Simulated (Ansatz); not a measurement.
**KZnF$_{3}$: strain energy, fitted**

KZnF$_{3}$, Pm-3m, a = 4.052 Å. The structure is a Materials Project entry; whether it is the stable form wasn't checked. Ansatz: PBEsol, PAW, 420 eV, Γ-centred 6×6×6 mesh on 5 atoms, Gaussian smearing 0.02 eV; no spin polarisation. Series: biaxial strain in the a-b plane, c and atoms relaxed; x is the strain in per cent. y is the free energy over the unstrained cell, V0 = 13.305 Å³/atom.

```tsv
x (%)	y (meV/atom)
-4.5	?
-3.0	12.44
-1.5	3.05
0.0	0.00
1.5	2.66
3.0	9.92
4.5	21.25
```

**Question.** Fit y = c2 x² + c3 x³ to the other rows, turn c2 into a modulus, and predict the missing energy.

**Answer.** Least squares on the rows shown. y = 1.2481 x² − 0.044570 x³. In eV per unit strain² c2 is 12.48; M is the biaxial modulus (E = M V0 ε²): 12.48 × 160.2 / (13.305) = 150 GPa. The unstrained cell keeps some stress along the strain, worth a slope of -0.04 meV/atom per %, which the form leaves out. At x = -4.5 the fit asked for gives 29.34 meV/atom. The run gave 29.56 meV/atom, so the fit is 0.22 meV/atom too low, 0.74 % of the span of the series, against an rms of 0.07 meV/atom on the fitted rows. The row lies outside the fitted range. With a term in x⁴ added, a fit to the same known rows predicts 29.67 meV/atom, a smaller miss on the other side.

Symmetry holds off the tilts and polar distortions that many cubic perovskites undergo.